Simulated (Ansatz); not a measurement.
# The H2 molecule under PBE: bond length and levels

What does PBE give for the H2 molecule? We relax it, solve it once more at the final geometry, then switch on spin-orbit coupling.

Program: Ansatz 0.2.0. Level of theory: DFT PBE, plane waves (420 eV) with PAW, scalar-relativistic. These are calculated values, not measurements.

**1. Starting point**

Periodic box: 12.0 × 12.3 × 12.6 Å.

As a file:

```
CELL_PARAMETERS angstrom
12.00000 0.00000 0.00000
0.00000 12.30000 0.00000
0.00000 0.00000 12.60000
ATOMIC_POSITIONS crystal
H 0.50000 0.50000 0.47024
H 0.50000 0.50000 0.52976
```

**2. Relaxing the bond**

The input, input.yaml:

```yaml
crystal:
  lattice:
    - [12.0, 0.0, 0.0]
    - [0.0, 12.3, 0.0]
    - [0.0, 0.0, 12.6]
  atoms:
    - { symbol: H, position: [0.5, 0.5, 0.4702380952] }
    - { symbol: H, position: [0.5, 0.5, 0.5297619048] }
hamiltonian:
  xc: pbe
  pseudopotentials:
    kind: paw
    azcp:
      H: "pseudopotentials/H.paw.azcp"
basis:
  ecutwfc: 420
  fft_grid_basis: typed
kpoints:
  mp_grid: { grid: [1, 1, 1], shift: [0, 0, 0] }
magnetization:
  spin_polarized: false
scf:
  occupations: { method: fermi_dirac, width: 0.01 }
relax:
  max_steps: 60
  f_tol: 0.01
```

After this run come: Single point at the final geometry; With spin-orbit coupling.

What does the calculation give? Wanted: HOMO-LUMO gap; HOMO-LUMO gap with spin-orbit coupling.

As calculated:

| quantity | value |
| --- | --- |
| bond length | 0.750 Å |
| HOMO-LUMO gap | 10.21 eV |
| HOMO-LUMO gap with spin-orbit coupling | 10.21 eV |

The start, 0.750 Å, already met the force tolerance, so the bond did not move. The spin-orbit run has the same gap. The total energy of the spin-orbit run lies 0 meV/atom from the scalar one; mesh and treatment of the core enter this figure, so it is no spin-orbit energy.
